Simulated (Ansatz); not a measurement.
# HfO₂ (P4_2/nmc), one atom moved along a line

Method: Ansatz 0.2.0, DFT PBE, scalar-relativistic, plane waves, PAW. Cutoff 420 eV, Γ-centred 6×6×4 k-points, Gaussian smearing of 0.05 eV. Spin–orbit coupling is left out, which matters for the heavy elements here. No spin polarisation. Energies are free energies at this smearing, counted from the undisturbed cell; pressure is positive in compression.

The undisturbed cell (relaxed at this level; this form isn't the usual structure):

```
CELL_PARAMETERS angstrom
3.60430 0.00000 0.00000
0.00000 3.60430 0.00000
0.00000 0.00000 5.26397
ATOMIC_POSITIONS crystal
Hf 0.50000 0.50000 0.50000
Hf 0.00000 0.00000 0.00000
O 0.00000 0.50000 0.69325
O 0.50000 0.00000 0.80675
O 0.50000 0.00000 0.30675
O 0.00000 0.50000 0.19325
```

Atom 1 (Hf) is moved by x along the Cartesian unit vector (0.707, -0.707, 0.000); the cell and all other atoms stay fixed.

```csv
x (Å),ΔE (meV/cell),force along x on the moved atoms (eV/Å),pressure (GPa),gap on the mesh (eV)
-0.2000,204.6,2.19,2.5,4.75
-0.0667,21.2,0.64,0.3,4.68
0.0000,0.0,0.00,0.0,4.67
0.0333,5.3,-0.32,0.1,4.67
0.1000,48.3,-0.99,0.6,4.69
0.1333,87.2,-1.35,1.1,4.71
0.1667,139.0,-1.76,1.8,4.73
```

By symmetry 0.2000 repeats -0.2000, -0.1333 repeats 0.1333, 0.0667 repeats -0.0667 in energy, with the opposite slope along the path.